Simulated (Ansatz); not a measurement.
# Pt (Pt, dhcp): the cost of one run

Method: DFT PBE, plane waves (420 eV) with PAW, scalar-relativistic, in Ansatz 0.2.0.

**1. Starting point**

Symmetry: P6_3/mmc, No. 194, hexagonal system. Conventional cell: a = 2.774 Å, b = 2.774 Å, c = 9.060 Å, α = 90.00°, β = 90.00°, γ = 120.00°. Pt (site symmetry -3m) has 12 Pt at 2.77 Å as nearest neighbours. Around Pt (site symmetry -6m2) lie 12 Pt at 2.77 Å.

Coordinates:

```
CELL_PARAMETERS angstrom
2.77405 0.00000 0.00000
-1.38702 2.40239 0.00000
0.00000 0.00000 9.06004
ATOMIC_POSITIONS crystal
Pt 0.00000 0.00000 0.00000
Pt 0.00000 0.00000 0.50000
Pt 0.33333 0.66667 0.25000
Pt 0.66667 0.33333 0.75000
```

The atoms start with moments of +1 ×4 μB.

**2. Relaxing cell and atoms**

Input file input.yaml:

```yaml
crystal:
  lattice:
    - [2.7740467412, 0.0, 0.0]
    - [-1.3870233706, 2.4023949491, 0.0]
    - [0.0, 0.0, 9.0600366567]
  atoms:
    - { symbol: Pt, position: [0.0, 0.0, 0.0], spin: 1.0 }
    - { symbol: Pt, position: [0.0, 0.0, 0.5], spin: 1.0 }
    - { symbol: Pt, position: [0.3333333333, 0.6666666667, 0.25], spin: 1.0 }
    - { symbol: Pt, position: [0.6666666667, 0.3333333333, 0.75], spin: 1.0 }
hamiltonian:
  xc: pbe
  pseudopotentials:
    kind: paw
    azcp:
      Pt: "pseudopotentials/Pt.paw.azcp"
basis:
  ecutwfc: 420
  fft_grid_basis: typed
kpoints:
  mp_grid: { grid: [13, 13, 4], shift: [0, 0, 0] }
magnetization:
  spin_polarized: true
scf:
  occupations: { method: fermi_dirac, width: 0.05 }
relax:
  max_steps: 60
  f_tol: 0.01
  cell: {}
```

What time and memory should one allow on 2 threads of an Arm CPU, shared host?

About 71 s, with a peak of 0.5 GiB.
